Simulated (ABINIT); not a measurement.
# ZrSe2 (P-3m1) in ABINIT: further runs

The runs below take ZrSe2 through relaxation of cell and atoms, single point, with LDA.

Program: ABINIT 10.8.3 (patched build). These are calculated values, not measurements. Logs are shortened: lines on timing, memory, paths and dates and some standing lists are left out, and cuts for length are marked. The log counts tension as positive stress, the text compression.

### 1 Starting point

Symmetry: P-3m1, No. 164, trigonal system. The conventional cell has a = 3.798 Å, b = 3.798 Å, c = 6.192 Å, α = 90.00°, β = 90.00°, γ = 120.00°. Zr (site symmetry -3m) is surrounded by 6 Se at 2.68 Å. Se (site symmetry 3m) has 3 Zr at 2.68 Å as nearest neighbours.

### 2 Relaxation of cell and atoms, LDA

run.abi reads:

```
pp_dirpath "./"
pseudos "Zr.upf, Se.upf"

acell 3*1.0
rprim
     7.1771798213     0.0000000000     0.0000000000
    -3.5885899107     6.2156200529     0.0000000000
     0.0000000000     0.0000000000    11.7011841637
ntypat 2
znucl 40 34
natom 3
typat 1 2 2
chkprim 0
chksymtnons 0
tolsym 1.0e-6
xred
            0.0            0.0            0.0
            2/3            1/3            3/4
            1/3            2/3            1/4

ecut 39.0
ecutsm 0.5

kptopt 1
ngkpt 6 6 4
nshiftk 1
shiftk 0.0 0.0 0.0

ixc 7

nband 27
occopt 3
tsmear 0.00183747

nstep 80
tolvrs 1.0e-12

iomode 3
prteig 0
prtebands 0
prtwf 0
prtden 0

ionmov 22
optcell 2
ntime 50
tolmxf 2.0e-5
dilatmx 1.08
```

Potentials or basis: PseudoDojo NC SR LDA v0.4.1 standard.

The run is started by

```sh
> abinit run.abi > log 2>&1
```

run.abo:

```text
.Version 10.8.3 of ABINIT
 Symmetries : space group P-3 m 1 (#164); Bravais hP (primitive hexag.)
================================================================================
 Values of the parameters that define the memory need of the present run
     intxc =       0    ionmov =      22      iscf =       7    lmnmax =       6
     lnmax =       6     mgfft =      72  mpssoang =       3    mqgrid =    3553
     natom =       3  nloc_mem =       1    nspden =       1   nspinor =       1
    nsppol =       1      nsym =      12    n1xccc =    2501    ntypat =       2
    occopt =       3   xclevel =       1
       mpw =        7671          nfft =      145800          nkpt =          24
================================================================================
================================================================================

--------------------------------------------------------------------------------
------------- Echo of variables that govern the present computation ------------
--------------------------------------------------------------------------------
 -outvars: echo values of preprocessed input variables --------
            acell      1.0000000000E+00  1.0000000000E+00  1.0000000000E+00 Bohr
              amu      9.12240000E+01  7.89600000E+01
          chkprim           0
      chksymtnons           0
          dilatmx      1.08000000E+00
             ecut      3.90000000E+01 Hartree
           ecutsm      5.00000000E-01 Hartree
           ionmov          22
              ixc           7
         kptrlatt        6    0    0      0    6    0      0    0    4
          kptrlen      4.30630789E+01
            natom           3
            nband          27
            ngfft          45      45      72
             nkpt          24
            nstep          80
             nsym          12
            ntime          50
           ntypat           2
           occopt           3
          optcell           2
           prtden           0
        prtebands           0
           prteig           0
            prtwf           0
            rprim      7.1771798213E+00  0.0000000000E+00  0.0000000000E+00
                      -3.5885899107E+00  6.2156200529E+00  0.0000000000E+00
                       0.0000000000E+00  0.0000000000E+00  1.1701184164E+01
          spgroup         164
           tolmxf      2.00000000E-05
           tolsym      1.00000000E-06
           tolvrs      1.00000000E-12
           tsmear      1.83747000E-03 Hartree
            typat      1  2  2
           xangst      0.0000000000E+00  0.0000000000E+00  0.0000000000E+00
                       1.8989999987E+00  1.0963881605E+00  4.6439999969E+00
                      -1.7638920418E-11  2.1927763209E+00  1.5479999990E+00
            xcart      0.0000000000E+00  0.0000000000E+00  0.0000000000E+00
                       3.5885899106E+00  2.0718733510E+00  8.7758881228E+00
                      -3.3332728747E-11  4.1437467019E+00  2.9252960409E+00
             xred      0.0000000000E+00  0.0000000000E+00  0.0000000000E+00
                       6.6666666667E-01  3.3333333333E-01  7.5000000000E-01
                       3.3333333333E-01  6.6666666667E-01  2.5000000000E-01
            znucl       40.00000   34.00000

================================================================================

 chkinp: Checking input parameters for consistency.

================================================================================
== DATASET  1 ==================================================================

--- !DatasetInfo
iteration_state: {dtset: 1, }
dimensions: {natom: 3, nkpt: 24, mband: 27, nsppol: 1, nspinor: 1, nspden: 1, mpw: 7671, }
cutoff_energies: {ecut:  39.0, pawecutdg:  -1.0, }
electrons: {nelect:   4.40000000E+01, charge:   0.00000000E+00, occopt:   3.00000000E+00, tsmear:   1.83747000E-03, }
meta: {optdriver: 0, ionmov: 22, optcell: 2, iscf: 7, paral_kgb: 0, }
...

 Exchange-correlation functional for the present dataset will be:
  LDA: Perdew-Wang 92 LSD fit to Ceperley-Alder data - ixc=7
  J.P.Perdew and Y.Wang, PRB 45, 13244 (1992)

 Real(R)+Recip(G) space primitive vectors, cartesian coordinates (Bohr,Bohr^-1):
 R(1)=  7.1771798  0.0000000  0.0000000  G(1)=  0.1393305  0.0804425  0.0000000
 R(2)= -3.5885899  6.2156201  0.0000000  G(2)=  0.0000000  0.1608850  0.0000000
 R(3)=  0.0000000  0.0000000 11.7011842  G(3)=  0.0000000  0.0000000  0.0854614
 Unit cell volume ucvol=  5.2199711E+02 bohr^3
 Angles (23,13,12)=  9.00000000E+01  9.00000000E+01  1.20000000E+02 degrees

 getcut: wavevector=  0.0000  0.0000  0.0000  ngfft=  45  45  72
         ecut(hartree)=     45.490   => boxcut(ratio)=   2.01919

--- Pseudopotential description ------------------------------------------------
- pspini: atom type   1  psp file is ./Zr.upf
  40.00000  12.00000  180309                  znucl, zion, pspdat
12 -1012 2 -1 1584                            pspcod,pspxc,lmax,lloc,mmax
     nproj     2     2     2

- pspini: atom type   2  psp file is ./Se.upf
  34.00000  16.00000  180309                  znucl, zion, pspdat
12 -1012 2 -1 1198                            pspcod,pspxc,lmax,lloc,mmax
     nproj     2     2     2

   3.32768936E+03                                ecore*ucvol(ha*bohr**3)
--------------------------------------------------------------------------------

================================================================================

=== [ionmov=22] Limited-memory Broyden-Fletcher-Goldfarb-Shanno method
================================================================================

--- Iteration: ( 1/50) Internal Cycle: (1/1)
--------------------------------------------------------------------------------

---SELF-CONSISTENT-FIELD CONVERGENCE--------------------------------------------

--- !BeginCycle
iteration_state: {dtset: 1, itime: 1, icycle: 1, }
solver: {iscf: 7, nstep: 80, nline: 4, wfoptalg: 0, }
tolerances: {tolvrs: 1.00E-12, }
...

     iter   Etot(hartree)      deltaE(h)  residm     vres2
 ETOT  1  -291.36006160115    -2.914E+02 1.962E+00 1.463E+02
 ETOT  2  -293.15469425871    -1.795E+00 9.703E-02 3.990E+02
 ETOT  3  -293.18026378662    -2.557E-02 4.564E-02 1.080E+02
 ETOT  4  -293.19186410500    -1.160E-02 1.037E-02 2.586E+00
 ETOT  5  -293.19193685977    -7.275E-05 3.868E-03 6.298E-01
 ETOT  6  -293.19197477625    -3.792E-05 2.878E-03 3.836E-03
 ETOT  7  -293.19197508120    -3.049E-07 3.527E-03 7.373E-04
 ETOT  8  -293.19197511041    -2.921E-08 2.356E-03 2.213E-04
 ETOT  9  -293.19197511214    -1.730E-09 3.430E-03 1.882E-04
 ETOT 10  -293.19197512664    -1.450E-08 1.954E-03 1.399E-07
 ETOT 11  -293.19197512666    -2.490E-11 1.931E-03 8.773E-10
 ETOT 12  -293.19197512665     1.444E-11 7.742E-04 1.106E-11
 ETOT 13  -293.19197512666    -7.958E-12 6.822E-04 3.041E-13

 At SCF step   13       vres2   =  3.04E-13 < tolvrs=  1.00E-12 =>converged.

 Cartesian components of stress tensor (hartree/bohr^3)
  sigma(1 1)=  1.21074154E-04  sigma(3 2)=  0.00000000E+00
  sigma(2 2)=  1.21074153E-04  sigma(3 1)=  0.00000000E+00
  sigma(3 3)=  6.71044011E-05  sigma(2 1)=  9.92164212E-14
[... 906 lines left out ...]
  7.90563178701756E-28 -5.74076215472658E-28  5.22905397464439E-20
  6.66666666666667E-01  3.33333333333333E-01  7.33154543358058E-01
  3.33333333333333E-01  6.66666666666667E-01  2.66845456641942E-01
 Cartesian forces (fcart) [Ha/bohr]; max,rms= 1.79597E-06 8.46630E-07 (free atoms)
  1.02715640067521E-28  2.96514512209696E-28 -0.00000000000000E+00
  1.02715640067521E-27  2.60932770744632E-27  1.79597273454897E-06
 -1.12987204074273E-27 -2.90584221965601E-27 -1.79597273454897E-06
 Gradient of E wrt nuclear positions in reduced coordinates (gred)
 -7.18038726174503E-28 -1.43607745234901E-27 -0.00000000000000E+00
 -7.18038726174503E-27 -1.22066583449666E-26 -2.01135917537039E-05
  7.89842598791954E-27  1.36427357973156E-26  2.01135917537039E-05
 Scale of Primitive Cell (acell) [bohr]
  6.99054910919598E+00  6.99054910932588E+00  1.11992745584499E+01
 Real space primitive translations (rprimd) [bohr]
  6.99054910919598E+00  0.00000000000000E+00  0.00000000000000E+00
 -3.49527455464669E+00  6.05399311508828E+00  0.00000000000000E+00
  0.00000000000000E+00  0.00000000000000E+00  1.11992745584499E+01
 Unitary Cell Volume (ucvol) [Bohr^3]=  4.73961543970444E+02
 Angles (23,13,12)= [degrees]
  9.00000000000000E+01  9.00000000000000E+01  1.19999999999846E+02
 Lengths [Bohr]
  6.99054910919598E+00  6.99054910932588E+00  1.11992745584499E+01
 Stress tensor in cartesian coordinates (strten) [Ha/bohr^3]
 -6.68031098494115E-09  1.19166963907366E-13  0.00000000000000E+00
  1.19166963907366E-13 -6.68090748869032E-09  0.00000000000000E+00
  0.00000000000000E+00  0.00000000000000E+00 -2.82904293394393E-09
 Total energy (etotal) [Ha]= -2.93194206962727E+02

 Difference of energy with previous step (new-old):
           Absolute (Ha)=-2.81956E-08
           Relative     =-9.61669E-11

 At Broyd/MD step   9, gradients are converged :
  max grad (force/stress) = 1.7960E-06 < tolmxf= 2.0000E-05 ha/bohr (free atoms)

================================================================================

 ----iterations are completed or convergence reached----

 Mean square residual over all n,k,spin=   48.772E-14; max=  22.522E-11
 reduced coordinates (array xred) for    3 atoms
       0.000000000000     -0.000000000000      0.000000000000
       0.666666666667      0.333333333333      0.733154543358
       0.333333333333      0.666666666667      0.266845456642
 rms dE/dt=  9.4816E-06; max dE/dt=  2.0114E-05; dE/dt below (all hartree)
    1       0.000000000000      0.000000000000      0.000000000000
    2      -0.000000000000     -0.000000000000     -0.000020113592
    3       0.000000000000      0.000000000000      0.000020113592

 cartesian coordinates (angstrom) at end:
    1      0.00000000000000    -0.00000000000000     0.00000000000000
    2      1.84961963887899     1.06787839643167     4.34496772430319
    3     -0.00000000001718     2.13575679286333     1.58143314665369

 cartesian forces (hartree/bohr) at end:
    1      0.00000000000000     0.00000000000000    -0.00000000000000
    2      0.00000000000000     0.00000000000000     0.00000179597273
    3     -0.00000000000000    -0.00000000000000    -0.00000179597273
 frms,max,avg= 8.4662967E-07 1.7959727E-06   0.000E+00  0.000E+00  0.000E+00 h/b

 cartesian forces (eV/Angstrom) at end:
    1      0.00000000000000     0.00000000000000    -0.00000000000000
    2      0.00000000000000     0.00000000000000     0.00009235263120
    3     -0.00000000000000    -0.00000000000000    -0.00009235263120
 frms,max,avg= 4.3535448E-05 9.2352631E-05   0.000E+00  0.000E+00  0.000E+00 e/A
 length scales=  6.990549109196  6.990549109326 11.199274558450 bohr
              =  3.699239277775  3.699239277844  5.926400870957 angstroms
 Fermi (or HOMO) energy (hartree) =   0.22295   Average Vxc (hartree)=  -0.40153
 Eigenvalues (hartree) for nkpt=  24  k points:
 kpt#   1, nband= 27, wtk=  0.00694, kpt=  0.0000  0.0000  0.0000 (reduced coord)
  -1.58794   -1.51652   -1.51652   -1.51649   -1.51649   -1.51622   -1.51621   -1.51596
  -1.51596   -1.51595   -1.51595   -0.78461   -0.77942   -0.77942   -0.28194   -0.22497
   0.02761    0.12050    0.12050    0.22278    0.22278    0.22898    0.25815    0.25815
   0.26852    0.37359    0.37359
      occupation numbers for kpt#   1
   2.00000    2.00000    2.00000    2.00000    2.00000    2.00000    2.00000    2.00000
   2.00000    2.00000    2.00000    2.00000    2.00000    2.00000    2.00000    2.00000
   2.00000    2.00000    2.00000    1.04549    1.04549    0.07240    0.00000    0.00000
   0.00000    0.00000    0.00000
 prteigrs : prtvol=0 or 1, do not print more k-points.

--- !EnergyTerms
iteration_state     : {dtset: 1, itime: 9, icycle: 1, }
comment             : Components of total free energy in Hartree
kinetic             :  1.70972280757417E+02
hartree             :  7.92684396271023E+01
xc                  : -5.77434443222613E+01
Ewald energy        : -1.67729891112284E+02
psp_core            :  7.02101130284599E+00
local_psp           : -2.28501582962321E+02
non_local_psp       : -9.64808801619885E+01
internal            : -2.93194066871490E+02
'-kT*entropy'       : -1.40091237190396E-04
total_energy        : -2.93194206962727E+02
total_energy_eV     : -7.97822081074685E+03
band_energy         : -3.77076685767085E+01
...

 rms coord change=  7.9410E-03   atom, delta coord (reduced):
     1        0.000000000000     -0.000000000000      0.000000000000
     2        0.000000000000      0.000000000000     -0.016845456642
     3        0.000000000000      0.000000000000      0.016845456642

 Cartesian components of stress tensor (hartree/bohr^3)
  sigma(1 1)= -6.68031098E-09  sigma(3 2)=  0.00000000E+00
  sigma(2 2)= -6.68090749E-09  sigma(3 1)=  0.00000000E+00
  sigma(3 3)= -2.82904293E-09  sigma(2 1)=  1.19166964E-13

-Cartesian components of stress tensor (GPa)         [Pressure=  1.5878E-04 GPa]
- sigma(1 1)= -1.96541535E-04  sigma(3 2)=  0.00000000E+00
- sigma(2 2)= -1.96559084E-04  sigma(3 1)=  0.00000000E+00
- sigma(3 3)= -8.32333167E-05  sigma(2 1)=  3.50601312E-09

== END DATASET(S) ==============================================================
================================================================================

 -outvars: echo values of variables after computation  --------
            acell      6.9905491092E+00  6.9905491093E+00  1.1199274558E+01 Bohr
           etotal     -2.9319420696E+02
            fcart      1.0271564007E-28  2.9651451221E-28 -0.0000000000E+00
                       1.0271564007E-27  2.6093277074E-27  1.7959727345E-06
                      -1.1298720407E-27 -2.9058422197E-27 -1.7959727345E-06
            rprim      1.0000000000E+00  0.0000000000E+00  0.0000000000E+00
                      -5.0000000000E-01  8.6602540379E-01  0.0000000000E+00
                       0.0000000000E+00  0.0000000000E+00  1.0000000000E+00
           strten     -6.6803109849E-09 -6.6809074887E-09 -2.8290429339E-09
                       0.0000000000E+00  0.0000000000E+00  1.1916696391E-13
           xangst      3.9863050046E-27 -1.8391307652E-27  3.0989470030E-19
                       1.8496196389E+00  1.0678783964E+00  4.3449677243E+00
                      -1.7180664907E-11  2.1357567929E+00  1.5814331467E+00
             xred      7.9056317870E-28 -5.7407621547E-28  5.2290539746E-20
                       6.6666666667E-01  3.3333333333E-01  7.3315454336E-01
                       3.3333333333E-01  6.6666666667E-01  2.6684545664E-01
 Calculation completed.
```

Wall time 24 min (1 thread of Arm Neoverse V2, shared host); peak memory 0.16 GiB.

What came out:

- Free energy: -7978.2208 eV
- Relaxed volume: 23.41 Å³/atom
- Relaxed cell: a = 3.699 Å, b = 3.699 Å, c = 5.926 Å, α = 90.00°, β = 90.00°, γ = 120.00°
- Space group after relaxing (to 0.05 Å): P-3m1 (No. 164)
- Energy gained by relaxing: 20.2 meV/atom
- Ionic steps: 9
- Pressure after relaxing: 0.0 GPa
- Band gap on the k mesh: none (metal or under the smearing width)

Step by step:
| step | energy change (eV) | largest force (eV/Å) | pressure (GPa) | volume (Å³) |
| --- | --- | --- | --- | --- |
| 1 | 0.0000 | 0.0875 | -3.03 | 77.35 |
| 2 | -0.0127 | 0.0139 | -2.29 | 76.64 |
| 3 | -0.0460 | 0.1746 | 0.00 | 73.17 |
| 4 | -0.0533 | 0.0189 | -0.26 | 71.62 |
| 5 | -0.0545 | 0.0017 | -0.12 | 71.37 |
| 6 | -0.0596 | 0.0405 | 0.62 | 69.51 |
| 7 | -0.0607 | 0.0165 | 0.04 | 70.35 |
| 8 | -0.0607 | 0.0018 | 0.00 | 70.25 |
| 9 | -0.0607 | 0.0001 | 0.00 | 70.23 |

Final structure:
```xyz
3
Lattice="3.6992 0.0000 0.0000 -1.8496 3.2036 0.0000 0.0000 0.0000 5.9264" Properties=species:S:1:pos:R:3 pbc="T T T"
Zr    0.0000    0.0000    0.0000
Se    1.8496    1.0679    4.3450
Se    0.0000    2.1358    1.5814
```

LDA usually gives volumes a few per cent too small. Zero-point motion and thermal expansion aren't in these numbers.

### 3 Single point, LDA (cell relaxed)

run.abi reads:

```
# Pseudopotentials
pp_dirpath "./"
pseudos "Zr.upf, Se.upf"

# Structure
acell 3*1.0 Angstrom
rprim
     3.6992392800     0.0000000000     0.0000000000
    -1.8496196400     3.2036351900     0.0000000000
     0.0000000000     0.0000000000     5.9264008700
ntypat 2
znucl 40 34
natom 3
typat 1 2 2
xred
     0.0000000000     0.0000000000     0.0000000000
     0.6666666700     0.3333333300     0.7331545400
     0.3333333300     0.6666666700     0.2668454600
chkprim 0
chksymtnons 0
tolsym 1.0e-6

# Plane-wave basis
ecut 39.0

# k points
kptopt 1
ngkpt 6 6 4
nshiftk 1
shiftk 0.0 0.0 0.0

# Exchange and correlation
ixc 7

# Bands and occupations
nband 27
occopt 3
tsmear 0.05 eV

# SCF cycle
nstep 100
tolvrs 1.0e-10

# Output
iomode 3
prtwf 0
prtden 0
prteig 0
prtebands 0
```

Potentials or basis: PseudoDojo NC SR LDA v0.4.1 standard.

The run is started by

```sh
> abinit run.abi > log 2>&1
```

run.abo:

```text
.Version 10.8.3 of ABINIT
 Symmetries : space group P-3 m 1 (#164); Bravais hP (primitive hexag.)
================================================================================
 Values of the parameters that define the memory need of the present run
     intxc =       0    ionmov =       0      iscf =       7    lmnmax =       6
     lnmax =       6     mgfft =      64  mpssoang =       3    mqgrid =    3149
     natom =       3  nloc_mem =       1    nspden =       1   nspinor =       1
    nsppol =       1      nsym =      12    n1xccc =    2501    ntypat =       2
    occopt =       3   xclevel =       1
       mpw =        5524          nfft =      102400          nkpt =          24
================================================================================
================================================================================

--------------------------------------------------------------------------------
------------- Echo of variables that govern the present computation ------------
[... 218 lines left out ...]

== END DATASET(S) ==============================================================
================================================================================

 -outvars: echo values of variables after computation  --------
            acell      1.8897261259E+00  1.8897261259E+00  1.8897261259E+00 Bohr
           etotal     -2.9319427091E+02
            fcart      3.2869004802E-27  9.4884643886E-27  1.4117215788E-22
                      -1.6434502401E-26  2.0874621655E-26  1.4390997626E-06
                       1.3147601921E-26 -3.0363086044E-26 -1.4390997626E-06
            rprim      3.6992392800E+00  0.0000000000E+00  0.0000000000E+00
                      -1.8496196400E+00  3.2036351900E+00  0.0000000000E+00
                       0.0000000000E+00  0.0000000000E+00  5.9264008700E+00
           strten      1.3711998853E-05  1.3712009565E-05  1.3967695622E-05
                       0.0000000000E+00  0.0000000000E+00  0.0000000000E+00
           xangst      0.0000000000E+00  0.0000000000E+00  0.0000000000E+00
                       1.8496196400E+00  1.0678783967E+00  4.3449677037E+00
                       4.7988806467E-16  2.1357567933E+00  1.5814331663E+00
             xred      0.0000000000E+00  0.0000000000E+00  0.0000000000E+00
                       6.6666666667E-01  3.3333333333E-01  7.3315454000E-01
                       3.3333333333E-01  6.6666666667E-01  2.6684546000E-01
 Calculation completed.
```

Run time: 1.7 min. Hardware: 1 thread of Arm Neoverse V2, shared host; peak memory 0.12 GiB.

Results:

| Item | Value |
| --- | --- |
| Free energy | -7978.2226 eV |
| Pressure | -0.4 GPa |
| Band gap on the k mesh | none (metal or under the smearing width) |
| Valence electrons inside the program's atomic spheres | Zr 8.34; Se 13.30 |
